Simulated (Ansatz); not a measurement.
Tm (bcc)

Method: PBE, scalar-relativistic; collinear spin; PAW, 420 eV, Γ-centred 16×16×16 mesh, 0.05 eV Gaussian smearing; code Ansatz. The datasets are Ansatz's generated set soft_2.

```
CELL_PARAMETERS angstrom
-2.04100 2.04100 2.04100
2.04100 -2.04100 2.04100
2.04100 2.04100 -2.04100
ATOMIC_POSITIONS crystal
Tm 0.00000 0.00000 0.00000
```

At room temperature and ambient pressure Tm is hcp.

Magnetic state: ferromagnetic, site spin moments Tm 1.21 μB.

The cell is relaxed to zero pressure at this level.

Path: Γ–H–N–Γ–P–H | P–N, with Γ = (0.000, 0.000, 0.000), H = (0.500, -0.500, 0.500), N = (0.000, 0.000, 0.500), P = (0.250, 0.250, 0.250) in reciprocal vectors of the calculation's cell.

Problem. Is it a metal or an insulator, and if it has a gap, where are the band edges on this path?

Solution. A metal: bands cross the Fermi level.

Bands as a text map, energy in eV from the Fermi level (dashes), each leg drawn with the same width, + spin up, o spin down, # both:
```
  3.71 |     #                 #                     
  3.43 |  #      #  #      #                         
  3.14 |  #       #           #                      
  2.86 |##  #     ##        ##                       
  2.57 | +##               #+ #          #           
  2.29 |           #       +   #                     
  2.00 |   #              #                          
  1.71 |            #    #      #                    
  1.43 |                ##                           
  1.14 |             ####        #      #         ###
  0.86 |    #        ###                        #####
  0.57 |            #             ##         +###o   
  0.29 |     o    o#                ####o   ##o      
  0.00 |ooooo#ooooooooooooooooooooo#oo#o#ooooo#oooooo
 -0.29 | ooooo   +#o oooooo             o#     #ooooo
 -0.57 |oooooo####o#oooooooooooooooooooooo##ooooooooo
 -0.86 |     #ooo  o+             +       oo    +    
 -1.14 |++++++++++++++++++++++++++++++++++++++++#++++
 -1.43 |++++++++++++#+++++++++++++#++++++++++++++#+++
 -1.71 |    #        ##                           o##
 -2.00 |               #                             
 -2.29 |                         +                   
 -2.57 |                #        o                   
 -2.86 |   +                                         
 -3.14 |   o             +                           
 -3.43 |                 o      #                    
 -3.71 |                                             
 -4.00 |  +               #                          
        Γ      H      N      Γ      P      HP       N
```

Without a U the open 4f shell is pinned at the Fermi level, an artefact: in the real crystal it splits into occupied and empty levels away from it, and its large orbital moment is missing here. These numbers lack spin–orbit coupling. The run wasn't fully tested for a lower electronic state. Site moments are of spin, integrated over atomic spheres. No antiparallel order was tried.

The state of the open shells isn't shown to be the lowest, and forces and pressures are less sure for it.
